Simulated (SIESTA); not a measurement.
ZnS (Wurtzite-2H):

```
CELL_PARAMETERS angstrom
3.81100 0.00000 0.00000
-1.90550 3.30042 0.00000
0.00000 0.00000 6.23400
ATOMIC_POSITIONS crystal
Zn 0.66667 0.33333 0.50000
Zn 0.33333 0.66667 0.00000
S 0.66667 0.33333 0.88500
S 0.33333 0.66667 0.38500
```

Program: SIESTA 5.4.2. Alike in all runs: task band structure; no spin polarisation; cell as given; k mesh 8 × 8 × 5; smearing fermi-dirac 0.05 eV; grid cutoff 800 Ry.

**Question.** Order these runs on this cell by their pressure, lowest first.
A. level BLYP; potentials or basis PseudoDojo 0.4 standard (PBE files), DZP (energy shift 0.003 Ry; two zetas on semicore shells); energy shift 0.003 Ry
B. level vdW-DF-cx; potentials or basis PseudoDojo 0.4 standard (PBE files), DZP (energy shift 0.003 Ry; two zetas on semicore shells); energy shift 0.003 Ry
C. level LDA; potentials or basis PseudoDojo 0.4 standard (LDA files), DZP (energy shift 0.002 Ry); energy shift 0.002 Ry
D. level PBE; potentials or basis PseudoDojo 0.4 standard (PBE files), TZP (energy shift 0.002 Ry); energy shift 0.002 Ry

**Answer.** C (-2.0 GPa), B (0.8 GPa), D (3.8 GPa), A (6.8 GPa).

Caveats: the basis of atomic orbitals isn't converged, which shifts pressures, moduli and gaps; semicore shells carry a single zeta, which can move pressures by several GPa and volumes by a few percent (some runs); short orbitals over semicore shells can move pressures by several GPa (some runs); the potentials were made for another functional, which shifts forces and pressure (some runs).

Not every run made on this cell is shown here.
